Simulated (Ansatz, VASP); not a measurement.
## Hg in VASP and in Ansatz

File INCAR:

```
PREC = Accurate ; ENCUT = 520
EDIFF = 1E-6 ; ISMEAR = 0
SIGMA = 0.15 ; LREAL = F
LASPH = T ; NELM = 60
ALGO = Fast ; ISIF = 2
LWAVE = F ; LCHARG = F
GGA = PE ; IVDW = 12
NBANDS = 12
```

The input KPOINTS:

```
Automatic mesh
0
Gamma
  18 18 18
```

Contents of POSCAR:

```
Hg
1.0
   -1.9662102500      1.9662102500      1.7121451000
    1.9662102500     -1.9662102500      1.7121451000
    1.9662102500      1.9662102500     -1.7121451000
Hg
1
Direct
    0.0000000000      0.0000000000      0.0000000000
```

Input for Ansatz:

```yaml
crystal:
  lattice:
    - [-1.96621025, 1.96621025, 1.7121451]
    - [1.96621025, -1.96621025, 1.7121451]
    - [1.96621025, 1.96621025, -1.7121451]
  atoms:
    - { symbol: Hg, position: [0.0, 0.0, 0.0] }
basis:
  ecutwfc: 420
kpoints:
  mp_grid: { grid: [18, 18, 18] }
hamiltonian:
  xc: pbe
  dispersion: d3bj
scf:
  occupations: { method: gaussian, width: 0.15 }
output:
  forces: true
  stress: true
  eigenvalues: true
```

Change from the starting cell: strain -0.050 along x and y, -0.050 along z, atoms carried along.

Alike in both runs: task single point; functional PBE; dispersion D3(BJ); k mesh 18 × 18 × 18; occupations gaussian, width 0.15 eV; no spin polarisation.

|  | VASP | Ansatz |
| --- | --- | --- |
| version | VASP 6.6.1 | Ansatz 0.2.0 |
| potentials or method | VASP PAW PBE potentials, release 64 (Hg) | scalar-relativistic, plane waves, PAW |
| plane-wave cutoff (eV) | 520 | 420 |
| valence electrons in the cell | 12 | 20 |

Ansatz gave:

```
gap on the k mesh at the Fermi level (eV)       : none
pressure (GPa)                                  : -0.8
largest component of the traceless stress (GPa) : 0.41
```

Question: Estimate VASP's values.

Answer: gap on the k mesh at the Fermi level (eV): none; pressure (GPa): -0.6; largest component of the traceless stress (GPa): 0.43.

A gap of «none» marks a metal or a gap that the smearing closes. The two sets of potentials don't hold the same shells in valence.

Caveats: pairwise dispersion overbinds metals, which lowers pressure and volume. Spin-orbit coupling is left out, which matters for the levels of Hg.
